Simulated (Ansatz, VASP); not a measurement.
## PtS2: VASP beside Ansatz

Contents of INCAR:

```
SYSTEM = PtS2
ALGO = Normal
EDIFF = 1E-7
ENCUT = 520
GGA = PE
ISIF = 2
ISMEAR = 0
LASPH = .True.
LCHARG = .False.
LREAL = .False.
LWAVE = .False.
NBANDS = 18
NELM = 100
PREC = Accurate
SIGMA = 0.05
```

File KPOINTS:

```
k-points
0
Gamma
  12 12 8
  0 0 0
```

The input POSCAR:

```
PtS2
1.0
    3.6317794627      0.0000000000      0.0000000000
   -1.8158897313      3.1452132756      0.0000000000
    0.0000000000      0.0000000000      4.9128300000
Pt S
1 2
Direct
    0.0000000000      0.0000000000      0.0000000000
    0.3333333333      0.6666666667      0.2500000000
    0.6666666667      0.3333333333      0.7500000000
```

Input for Ansatz:

```yaml
crystal:
  lattice:
    - [3.6317794627, 0.0, 0.0]
    - [-1.8158897313, 3.1452132756, 0.0]
    - [0.0, 0.0, 4.91283]
  atoms:
    - { symbol: Pt, position: [0.0, 0.0, 0.0] }
    - { symbol: S, position: [0.3333333333, 0.6666666667, 0.25] }
    - { symbol: S, position: [0.6666666667, 0.3333333333, 0.75] }
basis:
  ecutwfc: 420
kpoints:
  mp_grid: { grid: [12, 12, 8] }
hamiltonian:
  xc: pbe
scf:
  occupations: { method: gaussian, width: 0.05 }
output:
  forces: true
  stress: true
  eigenvalues: true
```

Change from the starting cell: strain +0.025 along x and y, -0.025 along z, atoms carried along.

Alike in both runs: task single point; functional PBE; k mesh 12 × 12 × 8; occupations gaussian, width 0.05 eV; no spin polarisation.

```csv
,VASP,Ansatz
version,VASP 6.6.1,Ansatz 0.2.0
potentials or method,"VASP PAW PBE potentials, release 64 (Pt, S)","scalar-relativistic, plane waves, PAW"
plane-wave cutoff (eV),520,420
valence electrons in the cell,22,30
```

|  | VASP | Ansatz | Ansatz less VASP |
| --- | --- | --- | --- |
| gap on the k mesh at the Fermi level (eV) | 0.32 | 0.31 | -0.006 |
| least direct gap on the mesh (eV) | 0.69 | 0.68 | -0.005 |
| pressure (GPa) | -2.9 | -2.5 | +0.40 |
| largest component of the traceless stress (GPa) | 1.57 | 1.44 | -0.130 |
| rms of the force components (eV/Å) | 0.240 | 0.223 | -0.0163 |

Atom by atom the forces differ by 0.016 eV/Å (rms over components). The functional is the same, so the differences come from potentials, cutoffs and numerics. The two sets of potentials don't hold the same shells in valence.

Caveats: spin-orbit coupling is left out, which moves the levels of the heavy elements; the cell's inner coordinates are idealised or old, which leaves forces on the atoms.
